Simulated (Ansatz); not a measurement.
Crystal: Te.

```
Te
1.0
     4.45400    0.00000    0.00000
    -2.22700    3.85728    0.00000
     0.00000    0.00000    5.92400
Te
3
Direct
  0.73100 0.73100 0.00000
  0.00000 0.26900 0.66667
  0.26900 0.00000 0.33333
```

Base run:

* Program: Ansatz 0.2.0
* Functional: HSE06 form with a typed share of exact exchange
* Potentials or basis: Ansatz PAW
* Cutoff: 420 eV (not typed: the program's choice for these potentials)
* k mesh: 4 × 4 × 3
* Occupations: fermi-dirac, width 0.05 eV
* Spin: no spin polarisation

Its results: band gap on the k mesh 1.05 eV, indirect (least direct gap 1.27 eV); pressure 0.3 GPa; largest force 0.159 eV/Å.

Task: The run is repeated on the same cell with these changes: screening (1/å) from 0.4 to 0.1. What comes out?

Result: Band gap on the k mesh 1.52 eV, indirect (least direct gap 1.73 eV); pressure -0.3 GPa; largest force 0.377 eV/Å.

Caveats: odd divisions of the mesh miss points on the zone boundary, where band edges often lie, so the gap on the mesh can be too wide; spin-orbit coupling is left out, which moves the levels of the heavy elements; the PAW data sets come from PBE, with cores solved anew for the run's functional, which leaves a small shift of forces and pressure; the thresholds are loose for stress.

A k mesh can miss the band edges.
